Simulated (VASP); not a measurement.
# Cs2AgBiBr6 (Fm-3m) in VASP: notebook

Runs on Cs2AgBiBr6. Level: PBE. Tasks: relaxation of the atoms.

Program: VASP 6.6.1. These are calculated values, not measurements. Logs are shortened: lines on timing, memory, paths and dates and some standing lists are left out, and cuts for length are marked.

### 1 The structure

Symmetry: Fm-3m, No. 225, cubic system. Conventional cell: a = 11.515 Å, b = 11.515 Å, c = 11.515 Å, α = 90.00°, β = 90.00°, γ = 90.00°. Cs (site symmetry -43m) has 12 Br at 4.07 Å as nearest neighbours. Ag (site symmetry m-3m) has 6 Br at 2.88 Å as nearest neighbours. Bi (site symmetry m-3m) has 6 Br at 2.88 Å as nearest neighbours. Br (site symmetry 4mm) has 1 Ag at 2.88 Å and 1 Bi at 2.88 Å as nearest neighbours.

### 2 Relaxation of the atoms, PBE (a relaxed cell with its volume scaled by 0.96)

The input, INCAR:

```
SYSTEM = Cs2AgBiBr6
ALGO = Fast
EDIFF = 1E-7
EDIFFG = -0.01
ENCUT = 300
GGA = PE
IBRION = 2
ISIF = 2
ISMEAR = 0
LASPH = .True.
LCHARG = .False.
LREAL = .False.
LWAVE = .False.
NELM = 80
NSW = 40
PREC = Accurate
SIGMA = 0.03
```

The input, KPOINTS:

```
k-points
0
Gamma
  2 2 2
  0 0 0
```

The input, POSCAR:

```
Cs2AgBiBr6                              
1.0
   -0.0000000000      5.6799119938      5.6799119938
    5.6799119938      0.0000000000      5.6799119938
    5.6799119938      5.6799119938     -0.0000000000
  Cs              Ag              Bi              Br            
     2     1     1     6
Direct
     0.2500000000000000    0.2500000000000000    0.2500000000000000
     0.7500000000000000    0.7500000000000000    0.7500000000000000
     0.5000000000000000    0.5000000000000000    0.5000000000000000
     1.0000000000000000    0.0000000000000000    1.0000000000000000
     0.2502896072630912    0.7497103927369088    0.2502896072630912
     0.2502896072630912    0.7497103927369088    0.7497103927369088
     0.7497103927369088    0.2502896072630912    0.7497103927369088
     0.7497103927369088    0.2502896072630912    0.2502896072630912
     0.2502896072630912    0.2502896072630912    0.7497103927369088
     0.7497103927369088    0.7497103927369088    0.2502896072630912
```

Potentials or basis: VASP PAW PBE potentials, release 64 (Cs_sv, Ag, Bi, Br).

Launch:

```console
$ cat potpaw_PBE.64/Cs_sv/POTCAR potpaw_PBE.64/Ag/POTCAR potpaw_PBE.64/Bi/POTCAR potpaw_PBE.64/Br/POTCAR > POTCAR
$ mpirun -np 2 vasp_std > vasp.out
```

OUTCAR:

```text
SYSTEM = Cs2AgBiBr6
   EDIFF = 1E-7
   EDIFFG = -0.01
   ENCUT = 300
   GGA = PE
   IBRION = 2
   ISIF = 2
   ISMEAR = 0
   LASPH = .True.
   LREAL = .False.
   NELM = 80
   NSW = 40
   PREC = Accurate

 ion  position               nearest neighbor table
   1  0.250  0.250  0.250-
   2  0.750  0.750  0.750-
   3  0.500  0.500  0.500-   5 2.84   6 2.84   7 2.84   8 2.84   9 2.84  10 2.84
   4  0.000  0.000  0.000-   5 2.84   6 2.84   7 2.84   8 2.84   9 2.84  10 2.84
   5  0.250  0.750  0.250-   3 2.84   4 2.84
   6  0.250  0.750  0.750-   3 2.84   4 2.84
   7  0.750  0.250  0.750-   3 2.84   4 2.84
   8  0.750  0.250  0.250-   3 2.84   4 2.84
   9  0.250  0.250  0.750-   3 2.84   4 2.84
  10  0.750  0.750  0.250-   3 2.84   4 2.84

  LATTYP: Found a face centered cubic cell.
 ALAT       =    11.3598239876

  Lattice vectors:

 A1 = (   0.0000000000,   5.6799119938,   5.6799119938)
 A2 = (   5.6799119938,   0.0000000000,   5.6799119938)
 A3 = (   5.6799119938,   5.6799119938,   0.0000000000)

Analysis of symmetry for initial positions (statically):
=====================================================================
 Subroutine PRICEL returns:
 Original cell was already a primitive cell.

 Routine SETGRP: Setting up the symmetry group for a
 face centered cubic supercell.

 Subroutine GETGRP returns: Found 48 space group operations
 (whereof 48 operations were pure point group operations)
 out of a pool of 48 trial point group operations.

The static configuration has the point symmetry O_h .

Analysis of symmetry for dynamics (positions and initial velocities):
=====================================================================
 Subroutine PRICEL returns:
 Original cell was already a primitive cell.

 Routine SETGRP: Setting up the symmetry group for a
 face centered cubic supercell.

 Subroutine GETGRP returns: Found 48 space group operations
 (whereof 48 operations were pure point group operations)
 out of a pool of 48 trial point group operations.

The dynamic configuration has the point symmetry O_h .

 Subroutine INISYM returns: Found 48 space group operations
 (whereof 48 operations are pure point group operations),
 and found     1 'primitive' translations

----------------------------------------------------------------------------------------

                                     Primitive cell

  volume of cell :     366.4838

  direct lattice vectors                    reciprocal lattice vectors
     0.000000000  5.679911994  5.679911994    -0.088029533  0.088029533  0.088029533
     5.679911994  0.000000000  5.679911994     0.088029533 -0.088029533  0.088029533
     5.679911994  5.679911994  0.000000000     0.088029533  0.088029533 -0.088029533

  length of vectors
     8.032608575  8.032608575  8.032608575     0.152471624  0.152471624  0.152471624

  position of ions in fractional coordinates (direct lattice)
     0.250000000  0.250000000  0.250000000
     0.750000000  0.750000000  0.750000000
     0.500000000  0.500000000  0.500000000
     0.000000000  0.000000000  0.000000000
     0.250289607  0.749710393  0.250289607
     0.250289607  0.749710393  0.749710393
     0.749710393  0.250289607  0.749710393
     0.749710393  0.250289607  0.250289607
     0.250289607  0.250289607  0.749710393
     0.749710393  0.749710393  0.250289607

  ion indices of the primitive-cell ions
   primitive index   ion index
                 1           1
                 2           2
                 3           3
                 4           4
                 5           5
                 6           6
                 7           7
                 8           8
                 9           9
                10          10

----------------------------------------------------------------------------------------

 KPOINTS: k-points

Automatic generation of k-mesh.
 Grid dimensions read from file:
 generate k-points for:    2    2    2

 Generating k-lattice:

  Cartesian coordinates                     Fractional coordinates (reciprocal lattice)
    -0.044014766  0.044014766  0.044014766     0.500000000  0.000000000  0.000000000
     0.044014766 -0.044014766  0.044014766     0.000000000  0.500000000  0.000000000
     0.044014766  0.044014766 -0.044014766     0.000000000  0.000000000  0.500000000

  Length of vectors
     0.076235812  0.076235812  0.076235812

  Shift w.r.t. Gamma in fractional coordinates (k-lattice)
     0.000000000  0.000000000  0.000000000

 Subroutine IBZKPT returns following result:
 ===========================================

 Found      3 irreducible k-points:

 Following reciprocal coordinates:
            Coordinates               Weight
  0.000000  0.000000  0.000000      1.000000
  0.500000  0.000000  0.000000      4.000000
  0.500000  0.500000  0.000000      3.000000
   k-points           NKPTS =      3   k-points in BZ     NKDIM =      3   number of bands    NBANDS=     46
   number of dos      NEDOS =    301   number of ions     NIONS =     10
   total plane-waves  NPLWV = 110592
   dimension x,y,z NGX =    48 NGY =   48 NGZ =   48
   dimension x,y,z NGXF=    96 NGYF=   96 NGZF=   96
   ions per type =               2   1   1   6
   NGX,Y,Z   is equivalent  to a cutoff of   9.93,  9.93,  9.93 a.u.
   NGXF,Y,Z  is equivalent  to a cutoff of  19.87, 19.87, 19.87 a.u.
 SYSTEM =  Cs2AgBiBr6
   PREC   = accura    normal or accurate (medium, high low for compatibility)
   ISTART =      0    job   : 0-new  1-cont  2-samecut
   ICHARG =      2    charge: 1-file 2-atom 10-const
   ISPIN  =      1    spin polarized calculation?
   LNONCOLLINEAR =      F non collinear calculations
   LSORBIT =      F    spin-orbit coupling
   LASPH  =      T    aspherical Exc in radial PAW
   ENCUT  =  300.0 eV  22.05 Ry    4.70 a.u.  11.34 11.34 11.34*2*pi/ulx,y,z
   NELM   =     80;   NELMIN=  2; NELMDL= -5     # of ELM steps
   EDIFF  = 0.1E-06   stopping-criterion for ELM
   LREAL  =      F    real-space projection
   EDIFFG = -.1E-01   stopping-criterion for IOM
   NSW    =     40    number of steps for IOM
   IBRION =      2    ionic relax: 0-MD 1-quasi-New 2-CG
   NFREE  =      1    steps in history (QN), initial steepest desc. (CG)
   ISIF   =      2    stress and relaxation
   ISYM   =      2    0-nonsym 1-usesym 2-fastsym
   POTIM  = 0.5000    time-step for ionic-motion
   TEBEG  =    0.0;   TEEND  =   0.0 temperature during run
   PSTRESS=    0.0 pullay stress
   NELECT =      76.0000    total number of electrons
   NUPDOWN=      -1.0000    fix difference up-down
   EMIN   =  10.00;   EMAX   =-10.00  energy-range for DOS
   EFERMI =   0.00;   METHOD = LEGACY
   ISMEAR =     0;   SIGMA  =   0.03  broadening in eV -4-tet -1-fermi 0-gaus
   EFERMI_NEDOS =   21; number of points for ismear=-14 and -15
   IALGO  =     68    algorithm
   IMIX   =      4    mixing-type and parameters
     AMIX     =   0.40;   BMIX     =  1.00
     AMIX_MAG =   1.60;   BMIX_MAG =  1.00
  volume/ion in A,a.u.               =      36.65       247.32
  Fermi-wavevector in a.u.,A,eV,Ry     =   0.969009  1.831161 12.775574  0.938978
  Thomas-Fermi vector in A             =   2.099026
   LORBIT       =      0    0 simple, 1 ext, 2 COOP (PROOUT), +10 PAW based schemes
   GGA     = PE    functional components
   LHFCALC =     F    Hartree Fock is set to
   AEXX    =    0.0000 exact exchange contribution
   IVDW    =     0    specifies the selected vdW correction
   LEPSILON=     F    determine dielectric tensor
   LRPA    =     F    only Hartree local field effects (RPA)
 conjugate gradient relaxation of ions
 non-spin polarized calculation
 RMM-DIIS sequential band-by-band and
 Gauss-broadening in eV      SIGMA  =   0.03
  energy-cutoff  :      300.00
  volume of cell :      366.48
 maximum number of plane-waves:      4338
 NGX is ok and might be reduce to    48
   NGX = 23   NGY = 23   NGZ = 23

--------------------------------------- Ionic step        1  -------------------------------------------

 number of electron      76.0000011 magnetization

 Free energy of the ion-electron system (eV)
  ---------------------------------------------------
  ext. energy  EPLUGINS =         0.00000000
  ---------------------------------------------------
  free energy    TOTEN  =       -29.40163334 eV

  energy without entropy =      -29.40163334  energy(sigma->0) =      -29.40163334

------------------------ aborting loop because EDIFF is reached ----------------------------------------

  FORCE on cell =-STRESS in cart. coord.  units (eV):
  Direction    XX          YY          ZZ          XY          YZ          ZX
  --------------------------------------------------------------------------------------
  -------------------------------------------------------------------------------------
  Total        2.4132651      2.4132651      2.4132651      0.0000000      0.0000000      0.0000000
  in kB       10.5502028     10.5502028     10.5502028      0.0000000      0.0000000      0.0000000
  external PRESSURE =      10.5502028 kB  Pullay stress =       0.0000000 kB

 VOLUME and BASIS-vectors are now :
 -----------------------------------------------------------------------------
  energy-cutoff  :      300.00
  volume of cell :      366.48
      direct lattice vectors                 reciprocal lattice vectors
     0.000000000  5.679911994  5.679911994    -0.088029533  0.088029533  0.088029533
     5.679911994  0.000000000  5.679911994     0.088029533 -0.088029533  0.088029533
     5.679911994  5.679911994  0.000000000     0.088029533  0.088029533 -0.088029533
[... 46 lines left out ...]
 -----------------------------------------------------------------------------------
      2.83996      2.83996      2.83996         0.000000     -0.000000     -0.000000
      8.51987      8.51987      8.51987         0.000000      0.000000      0.000000
      5.67991      5.67991      5.67991         0.000000     -0.000000      0.000000
      5.67991      5.67991      0.00000         0.000000     -0.000000     -0.000000
      5.67991      2.84972      5.67991         0.000000      0.075168      0.000000
      8.51011      5.67991      5.67991        -0.075168     -0.000000      0.000000
      5.67991      8.51011      5.67991         0.000000     -0.075168      0.000000
      2.84972      5.67991      5.67991         0.075168     -0.000000      0.000000
      5.67991      5.67991      2.84972         0.000000     -0.000000      0.075168
      5.67991      5.67991      8.51011         0.000000     -0.000000     -0.075168
 -----------------------------------------------------------------------------------
    total drift:                                0.000000      0.000000     -0.000000

  FREE ENERGIE OF THE ION-ELECTRON SYSTEM (eV)
  ---------------------------------------------------
  free  energy   TOTEN  =       -29.4056920500 eV

  energy  without entropy=      -29.4056920500  energy(sigma->0) =      -29.40569205

--------------------------------------- Ionic step        3  -------------------------------------------

 number of electron      76.0000009 magnetization

 Free energy of the ion-electron system (eV)
  ---------------------------------------------------
  ext. energy  EPLUGINS =         0.00000000
  ---------------------------------------------------
  free energy    TOTEN  =       -29.40756483 eV

  energy without entropy =      -29.40756483  energy(sigma->0) =      -29.40756483

 E-fermi :   1.1355     XC(G=0):  -8.0006

 val. band max:        0.9968472096   @ k =   0.5000   0.5000   0.0000
 cond. band min:       2.2437305868   @ k =   0.5000   0.0000   0.0000
 fundamental gap:      1.2468833772
 Fermi energy:         1.1355278687

 k-point     1 :       0.0000    0.0000    0.0000
  band No.  band energies     occupation
      1     -19.7214      2.00000
      2     -19.7164      2.00000
      3     -13.6182      2.00000
      4     -13.0200      2.00000
      5     -13.0200      2.00000
      6     -13.0200      2.00000
[... 158 lines left out ...]
 POSITION                                       TOTAL-FORCE (eV/Angst)
 -----------------------------------------------------------------------------------
      2.83996      2.83996      2.83996         0.000000     -0.000000     -0.000000
      8.51987      8.51987      8.51987         0.000000     -0.000000     -0.000000
      5.67991      5.67991      5.67991         0.000000     -0.000000     -0.000000
      0.00000      0.00000      0.00000         0.000000     -0.000000     -0.000000
      5.67991      2.85796      5.67991         0.000000      0.000844     -0.000000
      8.50186      5.67991      5.67991        -0.000844     -0.000000     -0.000000
      5.67991      8.50186      5.67991         0.000000     -0.000844     -0.000000
      2.85796      5.67991      5.67991         0.000844     -0.000000     -0.000000
      5.67991      5.67991      2.85796         0.000000     -0.000000      0.000844
      5.67991      5.67991      8.50186         0.000000     -0.000000     -0.000844
 -----------------------------------------------------------------------------------
    total drift:                               -0.000000     -0.000000     -0.000000

  FREE ENERGIE OF THE ION-ELECTRON SYSTEM (eV)
  ---------------------------------------------------
  free  energy   TOTEN  =       -29.4075648274 eV

  energy  without entropy=      -29.4075648274  energy(sigma->0) =      -29.40756483

 reached required accuracy - stopping structural energy minimisation
```

It took 50 s on 2 MPI ranks of Intel Xeon Platinum 8488C (Sapphire Rapids), shared host; peak memory 0.24 GiB.

Results:

```yaml
Free_energy: -29.4076 eV
Energy_gained_by_relaxing: 0.6 meV/atom
Ionic_steps: 3
Pressure_after_relaxing: 0.9 GPa
Band_gap_on_the_k_mesh: 1.25 eV, indirect (least direct gap 2.39 eV)
```

Step by step:
| step | energy change (eV) | largest force (eV/Å) | pressure (GPa) |
| --- | --- | --- | --- |
| 1 | 0.0000 | 0.1342 | 1.06 |
| 2 | -0.0041 | 0.0752 | 1.00 |
| 3 | -0.0059 | 0.0008 | 0.93 |

Final structure:
```
Cs Ag Bi Br
1.0
     0.00000    5.67991    5.67991
     5.67991    0.00000    5.67991
     5.67991    5.67991    0.00000
Cs Ag Bi Br
2 1 1 6
Direct
  0.25000 0.25000 0.25000
  0.75000 0.75000 0.75000
  0.50000 0.50000 0.50000
  0.00000 0.00000 0.00000
  0.25159 0.74841 0.25159
  0.25159 0.74841 0.74841
  0.74841 0.25159 0.74841
  0.74841 0.25159 0.25159
  0.25159 0.25159 0.74841
  0.74841 0.74841 0.25159
```

Caveat: the k mesh is coarse (spacing up to 0.48 Å⁻¹), so the values aren't converged; the cutoff is under 1.25 times the usual one of these potentials, so pressure, stress and relaxed cells hold a basis-set (Pulay) error; spin-orbit coupling is left out, which as a rule narrows the gap of such compounds by several tenths of an eV. A k mesh can miss the band edges.

### 3 Relaxation of the atoms, PBE (a relaxed cell with its volume scaled by 0.98)

INCAR is that of step 2.

KPOINTS is that of step 2.

Changes to POSCAR since step 2:

```diff
@@ -2,5 +2,5 @@
 1.0
-   -0.0000000000      5.6799119938      5.6799119938
-    5.6799119938      0.0000000000      5.6799119938
-    5.6799119938      5.6799119938     -0.0000000000
+   -0.0000000000      5.7190850385      5.7190850385
+    5.7190850385      0.0000000000      5.7190850385
+    5.7190850385      5.7190850385     -0.0000000000
   Cs              Ag              Bi              Br
```

Potentials or basis: VASP PAW PBE potentials, release 64 (Cs_sv, Ag, Bi, Br).

Launch:

```console
$ cat potpaw_PBE.64/Cs_sv/POTCAR potpaw_PBE.64/Ag/POTCAR potpaw_PBE.64/Bi/POTCAR potpaw_PBE.64/Br/POTCAR > POTCAR
$ mpirun -np 2 vasp_std > vasp.out
```

Wall time 47 s (2 MPI ranks of Intel Xeon Platinum 8488C (Sapphire Rapids), shared host); peak memory 0.25 GiB.

The run converged. Its results:

```yaml
Free_energy: -29.4419 eV
Energy_gained_by_relaxing: 0.1 meV/atom
Ionic_steps: 3
Pressure_after_relaxing: 0.4 GPa
Largest_force_after_relaxing: 0.007 eV/Å
Band_gap_on_the_k_mesh: 1.28 eV, indirect (least direct gap 2.37 eV)
```

Forces on the atoms (eV/Å):
```
Cs   0.000  0.000  0.000
Cs   0.000  0.000  0.000
Ag   0.000  0.000  0.000
Bi   0.000  0.000  0.000
Br   0.000 -0.007  0.000
Br   0.007  0.000  0.000
Br   0.000  0.007  0.000
Br  -0.007  0.000  0.000
Br   0.000  0.000 -0.007
Br   0.000  0.000  0.007
```

The path:
```csv
step,energy change (eV),largest force (eV/Å),pressure (GPa)
1,0.0000,0.0649,0.50
2,-0.0010,0.0388,0.47
3,-0.0015,0.0072,0.43
```

Final structure:
```cif
data_structure
_symmetry_space_group_name_H-M 'P 1'
_symmetry_Int_Tables_number 1
_cell_length_a 8.0880
_cell_length_b 8.0880
_cell_length_c 8.0880
_cell_angle_alpha 60.000
_cell_angle_beta 60.000
_cell_angle_gamma 60.000
_cell_volume 374.12
loop_
_atom_site_label
_atom_site_type_symbol
_atom_site_fract_x
_atom_site_fract_y
_atom_site_fract_z
_atom_site_occupancy
Cs1 Cs 0.25000 0.25000 0.25000 1
Cs2 Cs 0.75000 0.75000 0.75000 1
Ag1 Ag 0.50000 0.50000 0.50000 1
Bi1 Bi 0.00000 0.00000 0.00000 1
Br1 Br 0.25104 0.74896 0.25104 1
Br2 Br 0.25104 0.74896 0.74896 1
Br3 Br 0.74896 0.25104 0.74896 1
Br4 Br 0.74896 0.25104 0.25104 1
Br5 Br 0.25104 0.25104 0.74896 1
Br6 Br 0.74896 0.74896 0.25104 1
```

Levels at points of the mesh, in eV from the valence-band top:
```tsv
k point	band 34	band 35	band 36	band 37	band 38	band 39	band 40	band 41	band 42	band 43
(0.00, 0.00, 0.00)	-1.02	-1.02	-1.02	-0.57	-0.57	2.30	2.30	2.30	3.68	4.75
(0.50, 0.00, 0.00)	-1.30	-1.30	-1.28	-1.09	-1.09	1.28	3.54	3.54	5.02	5.19
(0.50, 0.50, 0.00)	-1.36	-1.36	-1.04	-0.58	0.00	2.74	2.74	3.07	4.26	5.33
```

Caveat: the k mesh is coarse (spacing up to 0.48 Å⁻¹), so the values aren't converged; the cutoff is under 1.25 times the usual one of these potentials, so pressure, stress and relaxed cells hold a basis-set (Pulay) error; spin-orbit coupling is left out, which as a rule narrows the gap of such compounds by several tenths of an eV.

(Continued in part 2 of 2.)
